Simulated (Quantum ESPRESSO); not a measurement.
**Ta in Quantum ESPRESSO: the effect of functional**

The system is Ta.

```xyz
1
Lattice="-1.6513 1.6513 1.6513 1.6513 -1.6513 1.6513 1.6513 1.6513 -1.6513" Properties=species:S:1:pos:R:3 pbc="T T T"
Ta    0.0000    0.0000    0.0000
```

Alike in all runs:

```yaml
Program: Quantum ESPRESSO 7.5
Task: phonons
Cutoff: 789 eV
Density_cutoff: 3157 eV
k_mesh: 8 × 8 × 8
Occupations: cold, width 0.2 eV
Spin: no spin polarisation
```

Each run relaxes the cell or the atoms first.

One run gave: relaxed volume 18.41 Å³/atom; highest phonon frequency 152 cm⁻¹. Which functional did it use?
A. RPBE
B. PBE
C. AM05
D. PBEsol
E. PW91

A.

```csv
functional,potentials or basis,relaxed volume (Å³/atom),highest phonon frequency (cm⁻¹)
LDA,PseudoDojo 0.4.1 SR LDA standard,17.02,174
PBE,PseudoDojo 0.4.1 SR PBE standard,18.11,160
PBEsol,PseudoDojo 0.4.1 SR PBEsol standard,17.53,171
RPBE,PseudoDojo 0.4.1 SR PBE standard,18.41,152
PW91,PseudoDojo 0.4.1 SR PBE standard,18.09,161
AM05,PseudoDojo 0.4.1 SR PBE standard,17.53,172
```

Caveats: the mesh is thin for the phonons of a metal; the potentials were made for another functional, which shifts forces and pressure (some runs).
